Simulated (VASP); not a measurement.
# ZnSe (Stilleite) (F-43m) in VASP: notebook

Aim: see how the results for ZnSe (Stilleite) move with the level of theory and the settings. Levels: PBE, AM05+D4. Tasks: G0W0 quasiparticle levels, core levels.

All numbers are computed with VASP 6.6.1; they aren't measurements. Logs are shortened: lines on timing, memory, paths and dates and some standing lists are left out, and cuts for length are marked.

**The experiment to reproduce.**

From “Alloy Disordering Effects on the Thermal Conductivity and Energy Gap Temperature Dependence of Cd1−xZnxSe Ternary Crystals Grown by the Bridgman Method”, 2023, pmc:10253836, for a bulk crystal of ZnSe at 300 K: band gap 2.695 ± 0.003 eV (an exciton energy, a little under the gap).

The results are compared with them further down.

## 1. The structure

The structure is cubic, space group F-43m (No. 216). Conventional cell: a = 5.668 Å, b = 5.668 Å, c = 5.668 Å, α = 90.00°, β = 90.00°, γ = 90.00°. Se (site symmetry -43m) is surrounded by 4 Zn at 2.45 Å. Zn (site symmetry -43m) has 4 Se at 2.45 Å as nearest neighbours.

## 2. G0W0 quasiparticle levels, PBE

File POSCAR:

```
ZnSe
1.0
    0.0000000000      2.8338000000      2.8338000000
    2.8338000000      0.0000000000      2.8338000000
    2.8338000000      2.8338000000      0.0000000000
Se Zn
1 1
Direct
    0.7500000000      0.7500000000      0.7500000000
    0.0000000000      0.0000000000      0.0000000000
```

File INCAR.step1:

```
ALGO = Normal
EDIFF = 1E-8
ENCUT = 450
GGA = PE
ISMEAR = 0
LASPH = T
LCHARG = F
LREAL = F
LWAVE = T
NELM = 100
PREC = Accurate
SIGMA = 0.01
```

File INCAR.step2:

```
ALGO = Exact
EDIFF = 1E-8
ENCUT = 450
GGA = PE
ISMEAR = 0
ISTART = 1
LASPH = T
LCHARG = F
LOPTICS = T
LREAL = F
LWAVE = T
NBANDS = 63
NELM = 1
PREC = Accurate
SIGMA = 0.01
```

File INCAR.step3:

```
ALGO = EVGW0
EDIFF = 1E-8
ENCUT = 450
ENCUTGW = 150
GGA = PE
ISMEAR = 0
ISTART = 1
LASPH = T
LCHARG = F
LREAL = F
LWAVE = F
NBANDS = 63
NBANDSGW = 17
NELMGW = 1
NOMEGA = 12
PREC = Accurate
PRECFOCK = Fast
SIGMA = 0.01
```

File KPOINTS:

```
k-points
0
Gamma
  3 3 3
```

Potentials or basis: VASP PAW PBE potentials, release 64 (Se_GW, Zn_GW).

Started as:

```sh
cat potpaw_PBE.64/Se_GW/POTCAR potpaw_PBE.64/Zn_GW/POTCAR > POTCAR
cp INCAR.step1 INCAR
mpirun -np 1 vasp_std > vasp.out
cp INCAR.step2 INCAR
mpirun -np 1 vasp_std > vasp.out
cp INCAR.step3 INCAR
mpirun -np 1 vasp_std > vasp.out
```

OUTCAR:

```text
EDIFF = 1E-8
   ENCUT = 450
   ENCUTGW = 150
   GGA = PE
   ISMEAR = 0
   ISTART = 1
   LASPH = T
   LREAL = F
   NELMGW = 1
   PREC = Accurate
   PRECFOCK = Fast

 Found      4 irreducible k-points:

 Following reciprocal coordinates:
            Coordinates               Weight
  0.000000  0.000000  0.000000      1.000000
  0.333333  0.000000  0.000000      8.000000
  0.333333  0.333333  0.000000      6.000000
 -0.333333  0.333333  0.000000     12.000000
   k-points           NKPTS =      4   k-points in BZ     NKDIM =     27   number of bands    NBANDS=     63
   number of dos      NEDOS =    301   number of ions     NIONS =      2
   total plane-waves  NPLWV =  21952
   dimension x,y,z NGX =    28 NGY =   28 NGZ =   28
   dimension x,y,z NGXF=    56 NGYF=   56 NGZF=   56
   ions per type =               1   1
   NGX,Y,Z   is equivalent  to a cutoff of  11.62, 11.62, 11.62 a.u.
   NGXF,Y,Z  is equivalent  to a cutoff of  23.23, 23.23, 23.23 a.u.
 SYSTEM =  unknown system
   PREC   = accura    normal or accurate (medium, high low for compatibility)
   ISTART =      1    job   : 0-new  1-cont  2-samecut
   ICHARG =      0    charge: 1-file 2-atom 10-const
   ISPIN  =      1    spin polarized calculation?
   LNONCOLLINEAR =      F non collinear calculations
   LSORBIT =      F    spin-orbit coupling
   LASPH  =      T    aspherical Exc in radial PAW
   ENCUT  =  450.0 eV  33.07 Ry    5.75 a.u.   6.93  6.93  6.93*2*pi/ulx,y,z
   NELM   =     60;   NELMIN=  2; NELMDL=  0     # of ELM steps
   EDIFF  = 0.1E-07   stopping-criterion for ELM
   LREAL  =      F    real-space projection
   EDIFFG = 0.1E-06   stopping-criterion for IOM
   NSW    =      0    number of steps for IOM
   IBRION =     -1    ionic relax: 0-MD 1-quasi-New 2-CG
   NFREE  =      0    steps in history (QN), initial steepest desc. (CG)
   ISIF   =      0    stress and relaxation
   ISYM   =      3    0-nonsym 1-usesym 2-fastsym
   POTIM  = 0.5000    time-step for ionic-motion
   TEBEG  =    0.0;   TEEND  =   0.0 temperature during run
   PSTRESS=    0.0 pullay stress
   NELECT =      18.0000    total number of electrons
   NUPDOWN=      -1.0000    fix difference up-down
   EMIN   =  10.00;   EMAX   =-10.00  energy-range for DOS
   EFERMI =   0.00;   METHOD = LEGACY
   ISMEAR =     0;   SIGMA  =   0.01  broadening in eV -4-tet -1-fermi 0-gaus
   EFERMI_NEDOS =   21; number of points for ismear=-14 and -15
   IALGO  =     38    algorithm
   IMIX   =      4    mixing-type and parameters
     AMIX     =   0.40;   BMIX     =  1.00
     AMIX_MAG =   1.60;   BMIX_MAG =  1.00
  volume/ion in A,a.u.               =      22.76       153.57
  Fermi-wavevector in a.u.,A,eV,Ry     =   1.201673  2.270834 19.647073  1.444019
  Thomas-Fermi vector in A             =   2.337476
   LORBIT       =      0    0 simple, 1 ext, 2 COOP (PROOUT), +10 PAW based schemes
   GGA     = PE    functional components
   LHFCALC =     T    Hartree Fock is set to
   PRECFOCK=fast      Normal, Fast or Accurate (Low or Medium for compatibility)
   ENCUT4O =  -1.0   cutoff for four orbital integrals eV
   NKREDX  =     1    reduce k-point grid by
   NKREDY  =     1    reduce k-point grid by
   NKREDZ  =     1    reduce k-point grid by
   AEXX    =    1.0000 exact exchange contribution
   HFSCREEN=    0.0000 screening length (either q_TF or 0.3 A-1)
   HFSCREENC=   0.0000 screening length for correlation (either q_TF or 0.3 A-1)
   ENCUTFOCK=  -1.0 apply spherical cutoff to Coloumb kernel
   IVDW    =     0    specifies the selected vdW correction
   LEPSILON=     F    determine dielectric tensor
   LRPA    =     F    only Hartree local field effects (RPA)
   LRPAFORCE           =     F    calculate RPA forces
   ENCUTGW             = 150.0    cutoff for response function in eV
   ENCUTGWSOFT         = 120.0    soft cutoff for Coulomb kernel in GW response function in eV
   ENCUTLF             =  -1.0    cutoff for local field effects
   NELMGW              =     1    number of iterations in solving QP/BSE equation
   NELMHF              =     1    number of iterations in the inner HF iteration
   NKREDLFX            =     1    NKREDLFY  =   1   NKREDLFZ  =   1
 non-spin polarized calculation
 Gauss-broadening in eV      SIGMA  =   0.01
  energy-cutoff  :      450.00
  volume of cell :       45.51
 maximum number of plane-waves:      1002
  NGX = 16; NGY = 16; NGZ = 16
   NGX = 13   NGY = 13   NGZ = 13
 maximum number of plane-waves:       194

 QP shifts <psi_nk| G(iteration)W_0 |psi_nk>: iteration 1
 for sc-GW calculations column KS-energies equals QP-energies in previous step
 and V_xc(KS)=  KS-energies - (<T + V_ion + V_H > + <T+V_H+V_ion>^1  + <V_x>^1)

 k-point   1 :       0.0000    0.0000    0.0000
  band No.  KS-energies  QP-energies   sigma(KS)   V_xc(KS)     V^pw_x(r,r')   Z            occupation Imag(sigma)

      1     -10.5025     -11.8772     -14.2557     -12.3078     -19.8306       0.7057       2.0000       0.2884
      2      -3.8950      -5.6787     -22.2657     -19.7053     -30.8897       0.6966       2.0000       0.0384
      3      -3.8950      -5.6787     -22.2657     -19.7053     -30.8897       0.6966       2.0000       0.0384
      4      -3.8950      -5.6787     -22.2657     -19.7053     -30.8897       0.6966       2.0000       0.0384
      5      -3.5352      -5.3444     -23.0809     -20.4968     -32.0216       0.7001       2.0000       0.0853
      6      -3.5352      -5.3444     -23.0809     -20.4968     -32.0216       0.7001       2.0000       0.0853
[... 9 lines left out ...]
     16      14.1442      14.3369     -10.0758     -10.3197      -4.9907       0.7900       0.0000      -0.5603
     17      15.7309      15.6340      -7.6840      -7.5616      -2.2362       0.7913       0.0000      -0.7246

 k-point   2 :       0.3333    0.0000    0.0000
  band No.  KS-energies  QP-energies   sigma(KS)   V_xc(KS)     V^pw_x(r,r')   Z            occupation Imag(sigma)

      1      -9.9290     -11.3070     -14.6817     -12.7264     -20.0665       0.7048       2.0000       0.1944
      2      -3.8250      -5.6096     -22.4000     -19.8401     -31.0693       0.6972       2.0000       0.0481
      3      -3.8250      -5.6096     -22.4000     -19.8401     -31.0693       0.6972       2.0000       0.0481
      4      -3.7224      -5.4547     -21.4277     -18.9596     -29.5970       0.7019       2.0000       0.0277
      5      -3.5286      -5.3355     -23.0952     -20.5138     -32.0526       0.6999       2.0000       0.0889
      6      -3.5286      -5.3355     -23.0952     -20.5138     -32.0526       0.6999       2.0000       0.0889
[... 9 lines left out ...]
     16      13.7323      13.8450      -9.4605      -9.6043      -4.3199       0.7840       0.0000      -0.5499
     17      18.1579      18.5354      -8.8986      -9.3821      -2.9821       0.7809       0.0000      -0.8989

 k-point   3 :       0.3333    0.3333    0.0000
  band No.  KS-energies  QP-energies   sigma(KS)   V_xc(KS)     V^pw_x(r,r')   Z            occupation Imag(sigma)

      1      -9.7351     -11.1158     -14.8376     -12.8763     -20.1594       0.7040       2.0000       0.1628
      2      -3.8848      -5.5937     -20.9612     -18.5260     -28.9470       0.7018       2.0000       0.0038
      3      -3.7209      -5.5145     -22.6518     -20.0822     -31.4143       0.6980       2.0000       0.0617
      4      -3.7209      -5.5145     -22.6518     -20.0822     -31.4143       0.6980       2.0000       0.0617
      5      -3.5311      -5.3233     -22.8002     -20.2425     -31.6336       0.7007       2.0000       0.0839
      6      -3.4995      -5.3051     -23.1563     -20.5767     -32.1335       0.7000       2.0000       0.0920
[... 9 lines left out ...]
     16      17.9374      18.2655      -8.5923      -9.0119      -2.8043       0.7817       0.0000      -0.8598
     17      19.3955      19.6706      -9.1793      -9.5269      -3.5001       0.7914       0.0000      -0.9648

 k-point   4 :      -0.3333    0.3333    0.0000
  band No.  KS-energies  QP-energies   sigma(KS)   V_xc(KS)     V^pw_x(r,r')   Z            occupation Imag(sigma)

      1      -9.4978     -10.8872     -15.0986     -13.1236     -20.3582       0.7035       2.0000       0.1260
      2      -3.7977      -5.5640     -22.0734     -19.5462     -30.5782       0.6989       2.0000       0.0458
      3      -3.7177      -5.5072     -22.6537     -20.0899     -31.4135       0.6980       2.0000       0.0619
      4      -3.5758      -5.3825     -22.9729     -20.3898     -31.9116       0.6994       2.0000       0.0896
      5      -3.5272      -5.3316     -23.0838     -20.5059     -32.0440       0.6999       2.0000       0.0904
      6      -3.2992      -5.0789     -22.7481     -20.2218     -31.4303       0.7045       2.0000       0.0855
[... 9 lines left out ...]
     16      18.2675      18.5145      -8.6471      -8.9631      -2.8492       0.7815       0.0000      -0.8697
     17      18.9634      19.1237      -8.2433      -8.4479      -2.5833       0.7834       0.0000      -0.8507

 QP shifts <psi_nk| G(iteration)W_0 |psi_nk>: iteration 2

 k-point   1 :       0.0000    0.0000    0.0000
  band No. old QP-enery  QP-energies   sigma(KS)   T+V_ion+V_H  V^pw_x(r,r')   Z            occupation Imag(sigma)

      1     -11.8772     -12.2922     -14.2731       1.8053     -19.8306       0.7027       2.0000       0.3217
      2      -5.6787      -6.2089     -22.2511      15.8103     -30.8897       0.6956       2.0000       0.0491
      3      -5.6787      -6.2089     -22.2511      15.8103     -30.8897       0.6956       2.0000       0.0491
      4      -5.6787      -6.2089     -22.2511      15.8103     -30.8897       0.6956       2.0000       0.0491
      5      -5.3444      -5.8845     -23.0771      16.9616     -32.0216       0.7004       2.0000       0.0898
      6      -5.3444      -5.8845     -23.0771      16.9616     -32.0216       0.7004       2.0000       0.0898
[... 60 lines left out ...]
      4      -5.3825      -5.9173     -22.9616      16.8140     -31.9116       0.6990       2.0000       0.0970
      5      -5.3316      -5.8694     -23.0787      16.9787     -32.0440       0.7000       2.0000       0.0954
      6      -5.0789      -5.5887     -22.7266      16.9225     -31.4303       0.7030       2.0000       0.0981
[... 9 lines left out ...]
     16      18.5145      18.5453      -8.6766      27.2306      -2.8492       0.7794       0.0000      -0.8978
     17      19.1237      19.1456      -8.2596      27.4113      -2.5833       0.7822       0.0000      -0.8638

 QP shifts <psi_nk| G(iteration)W_0 |psi_nk>: iteration 3

 k-point   1 :       0.0000    0.0000    0.0000
  band No. old QP-enery  QP-energies   sigma(KS)   T+V_ion+V_H  V^pw_x(r,r')   Z            occupation Imag(sigma)

      1     -12.2922     -12.4132     -14.2697       1.8053     -19.8306       0.7023       2.0000       0.3434
      2      -6.2089      -6.3640     -22.2423      15.8103     -30.8897       0.6951       2.0000       0.0548
      3      -6.2089      -6.3640     -22.2423      15.8103     -30.8897       0.6951       2.0000       0.0548
      4      -6.2089      -6.3640     -22.2423      15.8103     -30.8897       0.6951       2.0000       0.0548
      5      -5.8845      -6.0451     -23.0753      16.9616     -32.0216       0.7007       2.0000       0.0921
      6      -5.8845      -6.0451     -23.0753      16.9616     -32.0216       0.7007       2.0000       0.0921
[... 60 lines left out ...]
      4      -5.9173      -6.0750     -22.9569      16.8140     -31.9116       0.6989       2.0000       0.1009
      5      -5.8694      -6.0288     -23.0759      16.9787     -32.0440       0.7000       2.0000       0.0981
      6      -5.5887      -5.7356     -22.7203      16.9225     -31.4303       0.7027       2.0000       0.1048
[... 9 lines left out ...]
     16      18.5453      18.5491      -8.6805      27.2306      -2.8492       0.7790       0.0000      -0.9022
     17      19.1456      19.1489      -8.2614      27.4113      -2.5833       0.7821       0.0000      -0.8658

 QP shifts <psi_nk| G(iteration)W_0 |psi_nk>: iteration 4

 k-point   1 :       0.0000    0.0000    0.0000
  band No. old QP-enery  QP-energies   sigma(KS)   T+V_ion+V_H  V^pw_x(r,r')   Z            occupation Imag(sigma)

      1     -12.4132     -12.4472     -14.2669       1.8053     -19.8306       0.7021       2.0000       0.3520
      2      -6.3640      -6.4090     -22.2391      15.8103     -30.8897       0.6949       2.0000       0.0568
      3      -6.3640      -6.4090     -22.2391      15.8103     -30.8897       0.6949       2.0000       0.0568
      4      -6.3640      -6.4090     -22.2391      15.8103     -30.8897       0.6949       2.0000       0.0568
      5      -6.0451      -6.0925     -23.0744      16.9616     -32.0216       0.7007       2.0000       0.0931
      6      -6.0451      -6.0925     -23.0744      16.9616     -32.0216       0.7007       2.0000       0.0931
[... 59 lines left out ...]
      3      -6.1912      -6.2363     -22.6280      16.3722     -31.4135       0.6971       2.0000       0.0787
      4      -6.0750      -6.1211     -22.9551      16.8140     -31.9116       0.6989       2.0000       0.1023
      5      -6.0288      -6.0758     -23.0747      16.9787     -32.0440       0.7000       2.0000       0.0990
      6      -5.7356      -5.7778     -22.7182      16.9225     -31.4303       0.7027       2.0000       0.1072
[... 9 lines left out ...]
     16      18.5491      18.5494      -8.6811      27.2306      -2.8492       0.7789       0.0000      -0.9030
     17      19.1489      19.1495      -8.2616      27.4113      -2.5833       0.7821       0.0000      -0.8662
```

It took 41 s on 1 thread of AMD EPYC 9R45 (Zen 5), shared host; peak memory 0.25 GiB.

The run converged, but some of its settings lie outside the range that counts as converged, so its numbers aren't taken as properties of the crystal.

What came out:

```
Band gap on the k mesh, mean-field level : 1.24 eV, direct
Quasiparticle gap                        : 2.72 eV
```

Caveat: the k mesh is coarse (spacing up to 0.64 Å⁻¹), so the values aren't converged; bands, screening cutoff and mesh are small and nothing is extrapolated, so the quasiparticle values aren't converged; the log holds further tables after the one-shot step; the gap given is that of the first.

(Part 1 of 2 ends here.)
